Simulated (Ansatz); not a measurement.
## AlN

Level of theory: DFT, PBE, scalar-relativistic, no spin polarisation; plane waves to 420 eV with PAW datasets (Ansatz 0.2.0), 12×12×8 k-mesh, Gaussian smearing of 0.05 eV. The datasets are Ansatz's generated set soft_2.

```yaml
crystal:
  lattice:
    - [3.13023, 0.00000, 0.00000]
    - [-1.56512, 2.71086, 0.00000]
    - [0.00000, 0.00000, 5.01807]
  atoms:
    - { symbol: Al, position: [0.33333, 0.66667, 0.00173] }
    - { symbol: Al, position: [0.66667, 0.33333, 0.50173] }
    - { symbol: N, position: [0.33333, 0.66667, 0.38327] }
    - { symbol: N, position: [0.66667, 0.33333, 0.88327] }
```

The chain of runs began from a cell as deposited in COD, expanded in volume.

The run above is the reference. The same cell was run again with other input settings; several of them aren't fit for production, so the rows show the settings' effect and aren't properties of the material.

```tsv
keys changed	outcome	ΔE (meV/atom)	P (GPa)	gap on the mesh (eV)	cell moment (μB)	largest force component (eV/Å)	SCF iterations	rough core-seconds	new warnings
none (reference)	converged	0.0	0.0	4.03	–	0.000	–	–	–
scf.mixing.preconditioner: "ldos"; basis.ecutwfc: 420 → "36.7 Ry"	converged	-2.4	0.0	4.03	–	0.000	6	5	–
basis.xc_grid: 3	converged	0.0	0.0	4.03	–	0.000	6	4	–
scf.occupations.method: "gaussian" → "cold"; scf.occupations.width: 0.05 → 0.001; scf.mixing.preconditioner: "resta"	converged	0.0	0.0	4.03	–	0.000	5	6	–
```

These changes also left energy (to 0.1 meV/atom), pressure, gap, moment and forces as in the reference: scf.convergence.dr2_threshold: 1e-08 | scf.occupations.width: 0.05 → null; scf.occupations.method: "gaussian" → "tetrahedron"; accuracy: "medium".

ΔE is the energy with the smearing extrapolated to zero. It is left out where the change alters the Hamiltonian or the spin treatment. The varied runs start from atomic densities (corrected by the program's trained start where that serves), with the default search for lower states unless a row changes it.

Problem. What happens with these changes: basis.ecutrho_ratio: 4 → 12; hamiltonian.dispersion: "d4"?

Solution. outcome converged, P (GPa) -4.5, gap on the mesh (eV) 4.03, largest force component (eV/Å) 0.001, SCF iterations 6, rough core-seconds 5.

The pair part of a dispersion correction pulls inward (a three-body part mostly pushes out), and in metals and ionic crystals with large ions it often overbinds.

1 further run (cut off, refused for memory, with changed atoms or starts, or in doubt) is left out.

Of the reference: Semilocal functionals underestimate band gaps, commonly by a third or more.
